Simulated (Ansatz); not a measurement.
## simple cubic against fcc along group 14

Level of theory: DFT, RPBE, plane waves (420 eV) with PAW, scalar-relativistic in Ansatz 0.2.0. The PAW files were generated under PBE, with cores re-solved for the functional.

Each structure is relaxed within its symmetry, in the lowest magnetic state of the tried starts. Differences under about 8 meV lie within the error of the k-point mesh.

```csv
element,E(simple cubic) − E(fcc) (meV/atom),V(simple cubic) (Å³/atom),V(fcc) (Å³/atom),state of simple cubic,state of fcc
C,-1739,5.62,7.48,spin not included,spin not included
Si,-189,16.42,14.62,spin not included,spin not included
Ge,?,?,?,?,?
Sn,17,30.21,28.90,spin not included,spin not included
Pb,192,35.83,33.19,spin not included,spin not included
```

Problem. Fill in the row of Ge.

Solution. E(simple cubic) − E(fcc) (meV/atom): -80; V(simple cubic) (Å³/atom): 20.49; V(fcc) (Å³/atom): 20.07; state of simple cubic: spin not included; state of fcc: spin not included.
